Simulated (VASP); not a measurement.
## Al2O3: relaxation of cell and atoms with PBE

Al2O3:

```xyz
5
Lattice="3.0175 0.0000 0.0000 -1.5087 2.6132 0.0000 0.0000 0.0000 7.5746" Properties=species:S:1:pos:R:3 pbc="T T T"
Al    0.0000    0.0000    5.4693
Al    0.0000    0.0000    2.1054
O     0.0000    0.0000    3.7873
O     1.5087    0.8711    6.0638
O     0.0000    1.7421    1.5108
```

Measurements of this composition are mostly on another form, of space group No. 167.

* Program: VASP 6.6.1
* Task: relaxation of cell and atoms
* Functional: PBE
* Potentials or basis: VASP PAW PBE potentials, release 64 (Al, O)
* Cutoff: 600 eV
* k mesh: 7 × 7 × 3
* Occupations: fermi-dirac, width 0.05 eV
* Spin: no spin polarisation
* Target pressure: 30 GPa
* Further INCAR settings: ALGO = Fast; EDIFF = 1e-06; IBRION = 2; EDIFFG = -0.005; NSW = 60; ISIF = 3
* Target pressure: 30 GPa

```json
{"Relaxed volume": "9.41 Å³/atom", "Relaxed cell": "a = 2.870 Å, b = 2.870 Å, c = 6.593 Å, α = 90.00°, β = 90.00°, γ = 120.00°", "Space group after relaxing (to 0.05 Å)": "P-3m1 (No. 164)", "Energy change on relaxing (the enthalpy is what falls)": "+169.3 meV/atom", "Ionic steps": "22", "Pressure after relaxing": "30.0 GPa", "Largest force after relaxing": "0.003 eV/Å", "Band gap on the k mesh": "3.15 eV, direct"}
```

Forces on the atoms (eV/Å):
```
Al   0.000  0.000  0.003
Al   0.000  0.000 -0.003
O    0.000  0.000  0.000
O    0.000  0.000  0.003
O    0.000  0.000 -0.003
```

Stress tensor (GPa, compression positive):
```
30.00  0.00  0.00
 0.00 30.00  0.00
 0.00  0.00 30.08
```

The path:
| step | energy change (eV) | largest force (eV/Å) | pressure (GPa) | volume (Å³) |
| --- | --- | --- | --- | --- |
| 1 | 0.0000 | 0.0913 | -0.78 | 59.73 |
| 2 | 4.6909 | 4.9314 | 114.73 | 42.01 |
| 3 | 0.5579 | 1.4044 | 27.66 | 52.23 |
| 4 | 0.6177 | 1.4885 | 29.32 | 51.89 |
| 5 | 0.8738 | 2.0088 | 30.99 | 50.15 |
| 6 | 0.7043 | 1.6192 | 29.89 | 50.83 |
| 7 | 0.7001 | 1.1949 | 29.80 | 50.05 |
| 8 | 0.8837 | 0.6921 | 30.53 | 47.78 |
| 9 | 0.9555 | 0.8893 | 30.62 | 47.36 |
| 10 | 0.9313 | 0.7036 | 31.27 | 46.90 |
| 11 | 0.9861 | 0.5323 | 32.48 | 46.40 |
| 12 | 0.8639 | 0.8924 | 28.12 | 47.05 |
| 13 | 0.9152 | 0.2379 | 30.33 | 46.72 |
| 14 | 0.8604 | 0.1055 | 29.67 | 46.98 |
| 15 | 0.8512 | 0.0812 | 29.58 | 47.02 |
| 16 | 0.8668 | 0.0488 | 30.26 | 46.94 |
| 17 | 0.8696 | 0.0522 | 30.44 | 46.92 |
| 18 | 0.8583 | 0.0359 | 30.26 | 46.98 |
| 19 | 0.8403 | 0.0162 | 29.90 | 47.08 |
| 20 | 0.8470 | 0.0190 | 30.04 | 47.04 |
| 21 | 0.8451 | 0.0401 | 30.01 | 47.05 |
| 22 | 0.8463 | 0.0034 | 30.03 | 47.04 |

Final structure:
```cif
data_structure
_symmetry_space_group_name_H-M 'P 1'
_symmetry_Int_Tables_number 1
_cell_length_a 2.8704
_cell_length_b 2.8704
_cell_length_c 6.5930
_cell_angle_alpha 90.000
_cell_angle_beta 90.000
_cell_angle_gamma 120.000
_cell_volume 47.04
loop_
_atom_site_label
_atom_site_type_symbol
_atom_site_fract_x
_atom_site_fract_y
_atom_site_fract_z
_atom_site_occupancy
Al1 Al 0.00000 0.00000 0.74868 1
Al2 Al 0.00000 0.00000 0.25132 1
O1 O 0.00000 0.00000 0.50000 1
O2 O 0.66667 0.33333 0.83999 1
O3 O 0.33333 0.66667 0.16001 1
```

Levels at points of the mesh, in eV from the valence-band top:
| k point | band 8 | band 9 | band 10 | band 11 | band 12 | band 13 | band 14 | band 15 | band 16 |
| --- | --- | --- | --- | --- | --- | --- | --- | --- | --- |
| (0.00, 0.00, 0.00) | -4.01 | -4.01 | -2.10 | 0.00 | 0.00 | 3.15 | 5.71 | 8.29 | 11.28 |

It took 3.7 min on 1 thread of Intel(R) Xeon(R) Platinum 8488C (Sapphire Rapids), with other jobs on the host, peak memory 0.19 GiB.

Caveat: the cell is relaxed towards a set pressure, so the enthalpy falls and the energy may rise; the volume moved by over 15 % at a fixed basis, so the end points are rough. A hybrid or GW would open this gap; PBE tends to underestimate it.
